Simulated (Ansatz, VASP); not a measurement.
SiC: VASP beside Ansatz

Contents of POSCAR:

```
SiC
1.0
    2.9829391557      0.0000000000      0.0000000000
   -1.4914695778      2.5833010868      0.0000000000
    0.0000000000      0.0000000000      5.0481668544
Si C
2 2
Direct
    0.3333333333      0.6666666667      0.0046028828
    0.6666666667      0.3333333333      0.5046028828
    0.3333333333      0.6666666667      0.3803971172
    0.6666666667      0.3333333333      0.8803971172
```

Contents of INCAR.step1:

```
PREC     = Accurate       # precision mode
ENCUT    = 520            # plane-wave cutoff, eV
ISMEAR   = 0              # smearing method
SIGMA    = 0.05           # smearing width, eV
LREAL    = False          # projectors in reciprocal space
LASPH    = True           # aspherical terms in the spheres
NELM     = 80             # most SCF steps
NBANDS   = 16             # bands
GGA      = PE             # functional
ALGO     = Normal         # electronic algorithm
EDIFF    = 1E-4           # SCF threshold, eV
LWAVE    = True           # write WAVECAR
LCHARG   = False          # write CHGCAR
```

INCAR.step2

```
PREC     = Accurate       # precision mode
ENCUT    = 520            # plane-wave cutoff, eV
EDIFF    = 1E-6           # SCF threshold, eV
ISMEAR   = 0              # smearing method
SIGMA    = 0.05           # smearing width, eV
LREAL    = False          # projectors in reciprocal space
LASPH    = True           # aspherical terms in the spheres
NELM     = 80             # most SCF steps
ALGO     = Normal         # electronic algorithm
ISIF     = 2              # what is computed and relaxed
LWAVE    = False          # write WAVECAR
LCHARG   = True           # write CHGCAR
METAGGA  = R2SCAN         # meta-GGA
LMIXTAU  = True         
LELF     = True           # ELF
LVHAR    = True         
NBANDS   = 16             # bands
ISTART   = 1
```

Contents of KPOINTS:

```
regular mesh
0
Gamma
  12 12 6
```

Input for Ansatz:

```yaml
crystal:
  lattice:
    - [2.9829391557, 0.0, 0.0]
    - [-1.4914695778, 2.5833010868, 0.0]
    - [0.0, 0.0, 5.0481668544]
  atoms:
    - { symbol: Si, position: [0.3333333333, 0.6666666667, 0.0046028828] }
    - { symbol: Si, position: [0.6666666667, 0.3333333333, 0.5046028828] }
    - { symbol: C, position: [0.3333333333, 0.6666666667, 0.3803971172] }
    - { symbol: C, position: [0.6666666667, 0.3333333333, 0.8803971172] }
basis:
  ecutwfc: 500
kpoints:
  mp_grid: { grid: [12, 12, 6] }
hamiltonian:
  xc: r2scan
scf:
  occupations: { method: gaussian, width: 0.05 }
output:
  forces: true
  stress: true
  eigenvalues: true
```

Change from the starting cell: strain -0.0300 x Voigt [1, 1, 0, 0, 0, 0], atoms carried along.

Alike in both runs: task single point; functional r2SCAN; k mesh 12 × 12 × 6; occupations gaussian, width 0.05 eV; no spin polarisation.

```csv
,VASP,Ansatz
version,VASP 6.6.1,Ansatz 0.2.0
potentials or method,"VASP PAW PBE potentials, release 64 (Si, C)","scalar-relativistic, plane waves, PAW"
plane-wave cutoff (eV),520,500
valence electrons in the cell,16,16
```

VASP gave:

```
gap on the k mesh at the Fermi level (eV)       : 2.43
least direct gap on the mesh (eV)               : 4.92
pressure (GPa)                                  : 15.9
largest component of the traceless stress (GPa) : 13.85
rms of the force components (eV/Å)              : 0.204
```

Task: Which values does Ansatz return?

Result: gap on the k mesh at the Fermi level (eV): 2.43; least direct gap on the mesh (eV): 4.91; pressure (GPa): 16.1; largest component of the traceless stress (GPa): 13.80; rms of the force components (eV/Å): 0.206.

Atom by atom the forces differ by 0.002 eV/Å (rms over components).

Caveats: so large a pressure means that the cell lies far from this level's equilibrium, or that cutoff or potentials fall short (VASP); the potentials were made for another functional, which shifts forces and pressure (VASP). A k mesh can miss the band edges.
